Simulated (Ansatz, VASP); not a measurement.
Given: the input of a run of VASP 6.6.1 on InP.

Contents of INCAR:

```
PREC = Accurate ; ENCUT = 600
EDIFF = 1E-6 ; ISMEAR = -1
SIGMA = 0.05 ; LREAL = F
LASPH = T ; NELM = 80
ALGO = Normal ; ISIF = 3
LWAVE = F ; LCHARG = F
GGA = PS ; IBRION = 2
NSW = 80 ; EDIFFG = -0.02
```

The input KPOINTS:

```
Automatic mesh
0
Gamma
  6 6 6
```

POSCAR

```
InP
1.0
    0.0000000000      2.9305000000      2.9305000000
    2.9305000000      0.0000000000      2.9305000000
    2.9305000000      2.9305000000      0.0000000000
In P
1 1
Direct
    0.0000000000      0.0000000000      0.0000000000
    0.7500000000      0.7500000000      0.7500000000
```

Potentials or basis: VASP PAW PBE potentials, release 64 (In_d, P).

Command:

```console
$ cat potpaw_PBE.64/In_d/POTCAR potpaw_PBE.64/P/POTCAR > POTCAR
$ mpirun -np 1 vasp_std > vasp.out
```

Q: Translate it to Ansatz 0.2.0. Potentials there: all-electron LAPW, scalar-relativistic.

A: As run (the cutoff follows the program's own potentials):

input.yaml

```yaml
crystal:
  lattice:
    - [0.0, 2.9305, 2.9305]
    - [2.9305, 0.0, 2.9305]
    - [2.9305, 2.9305, 0.0]
  atoms:
    - { symbol: In, position: [0.0, 0.0, 0.0] }
    - { symbol: P, position: [0.75, 0.75, 0.75] }
kpoints:
  mp_grid: { grid: [6, 6, 6] }
scf:
  occupations: { method: fermi_dirac, width: 0.05 }
hamiltonian:
  xc: pbesol
  pseudopotentials: { kind: all_electron, lapw: { basis_error: 0.001 } }
output:
  forces: true
  stress: true
relax:
  f_tol: 0.02
  max_steps: 60
  cell: {}
```

Potentials or basis: all-electron LAPW, scalar-relativistic.

Command:

```console
$ ansatz run input.yaml --threads 1 --pin off --max-ram 3072MiB --backend cpu --events-out ev --progress --plain --runs-dir out
```

Both were run:

|  | VASP | Ansatz | Ansatz less VASP |
| --- | --- | --- | --- |
| relaxed volume (Å³/atom) | 25.39 | 25.39 | -0.006 |
| relaxed cell length with the largest relative difference (Å) | 4.157 | 4.157 | -0.0003 |

Ansatz ran all-electron here, so the differences hold the error of VASP's frozen core and of both bases.

Caveats: the PAW data sets were made with another functional, which shifts forces and pressure a little (VASP). Zero-point motion and thermal expansion aren't in these numbers.
